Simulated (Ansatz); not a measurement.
Crystal: Si2Mo.

```xyz
9
Lattice="4.5855 0.0000 0.0000 -2.2927 3.9711 0.0000 0.0000 0.0000 6.5798" Properties=species:S:1:pos:R:3 pbc="T T T"
Mo    1.1464    1.9856    5.4831
Mo   -1.1464    1.9856    1.0966
Mo    2.2927    0.0000    3.2899
Si    0.0000    1.3015    3.2899
Si    1.1656    3.3204    1.0966
Si    3.4583    0.6508    5.4831
Si    2.2927    2.6696    3.2899
Si    1.1272    0.6508    1.0966
Si   -1.1656    3.3204    5.4831
```

Measurements of this composition are mostly on another form, of space group No. 139.

Base run:

| Property | Result |
| --- | --- |
| Program | Ansatz 0.2.0 |
| Functional | revPBE |
| Potentials or basis | Ansatz PAW |
| Cutoff | 420 eV (not typed: the program's choice for these potentials) |
| k mesh | 7 × 7 × 4 |
| Occupations | fermi-dirac, width 0.05 eV |
| Spin | no spin polarisation |

Its results: band gap on the k mesh 0.28 eV, indirect (least direct gap 0.64 eV); pressure 5.5 GPa; largest force 0.004 eV/Å.

Task: The run is repeated on the same cell with these changes: functional from revPBE to BLYP. What comes out?

Result: Band gap on the k mesh 0.27 eV, indirect (least direct gap 0.60 eV); pressure 12.6 GPa; largest force 0.008 eV/Å.

Caveats: the k mesh misses the band edges, so the gap on the mesh is wider than the one along the path; the PAW data sets come from PBE, with cores solved anew for the run's functional, which leaves a small shift of forces and pressure.
